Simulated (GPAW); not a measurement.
SiNi3:

```
Ni Si
1.0
     3.54200    0.00000    0.00000
     0.00000    3.54200    0.00000
     0.00000    0.00000    3.54200
Ni Si
3 1
Direct
  0.50000 0.50000 0.00000
  0.50000 0.00000 0.50000
  0.00000 0.50000 0.50000
  0.00000 0.00000 0.00000
```

| Item | Value |
| --- | --- |
| Program | GPAW 26.7.0 |
| Task | relaxation of cell and atoms |
| Functional | PBEsol |
| Dispersion | D3(BJ)+ATM |
| Potentials or basis | PAW data sets generated in the run's folder for this functional |
| Cutoff | 600 eV |
| Basis | pw |
| k mesh | 6 × 6 × 6 |
| Occupations | fermi-dirac, width 0.05 eV |
| Spin | collinear spin, ferromagnetic start |
| Starting moments | [1.0, 1.0, 1.0, 0.0] μB |

At the start: pressure -16.7 GPa; volume 11.11 Å³/atom.

Q: Where does the relaxation end?

A: Over 4 steps the energy falls by 46.7 meV/atom and the volume is 10.28 Å³/atom (-7.4 %); space group Pm-3m (No. 221, to 0.05 Å); moment 0.00 μB per cell.

The path:
| step | energy change (eV) | largest force (eV/Å) | pressure (GPa) | volume (Å³) |
| --- | --- | --- | --- | --- |
| 1 | 0.0000 | 0.0000 | -16.66 | 44.44 |
| 2 | -0.0532 | 0.0000 | -14.44 | 43.89 |
| 3 | -0.1844 | 0.0000 | 2.14 | 40.77 |
| 4 | -0.1867 | 0.0000 | -0.20 | 41.14 |

Final structure:
```
Ni Si
1.0
     3.45205    0.00000    0.00000
     0.00000    3.45205    0.00000
     0.00000    0.00000    3.45205
Ni Si
3 1
Direct
  0.50000 0.50000 0.00000
  0.50000 0.00000 0.50000
  0.00000 0.50000 0.50000
  0.00000 0.00000 0.00000
```

Caveat: each step starts from the last one's moments, so a moment once lost doesn't come back; the stock nickel data set gives pressures a few GPa off other programs; later steps reuse the first step's grids; pairwise dispersion overbinds metals, which lowers pressure and volume.
